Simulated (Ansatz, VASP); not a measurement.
## Sn: VASP beside Ansatz

```xyz
1
Lattice="-1.6105 1.6105 1.8947 1.6105 -1.6105 1.8947 1.6105 1.6105 -1.8947" Properties=species:S:1:pos:R:3 pbc="T T T"
Sn    0.0000    0.0000    0.0000
```

Change from the starting cell: strain -0.1500 x Voigt [1, 1, 0, 0, 0, 0], atoms carried along.

Alike in both runs: task single point; functional PBEsol; k mesh 18 × 18 × 18; occupations gaussian, width 0.15 eV; no spin polarisation.

|  | VASP | Ansatz |
| --- | --- | --- |
| version | VASP 6.6.1 | Ansatz 0.2.0 |
| potentials or method | VASP PAW PBE potentials, release 64 (Sn_d) | scalar-relativistic, plane waves, PAW |
| plane-wave cutoff (eV) | 520 | 420 |
| valence electrons in the cell | 14 | 14 |

```csv
,VASP,Ansatz,Ansatz less VASP
gap on the k mesh at the Fermi level (eV),none,none,-
pressure (GPa),32.5,32.5,+0.01
largest component of the traceless stress (GPa),2.07,2.07,0.000
```

A gap of «none» marks a metal or a gap that the smearing closes. The functional is the same, so the differences come from potentials, cutoffs and numerics.

Caveats: so large a pressure means that the cell lies far from this level's equilibrium, or that cutoff or potentials fall short (VASP); the potentials were made for another functional, which shifts forces and pressure (VASP).
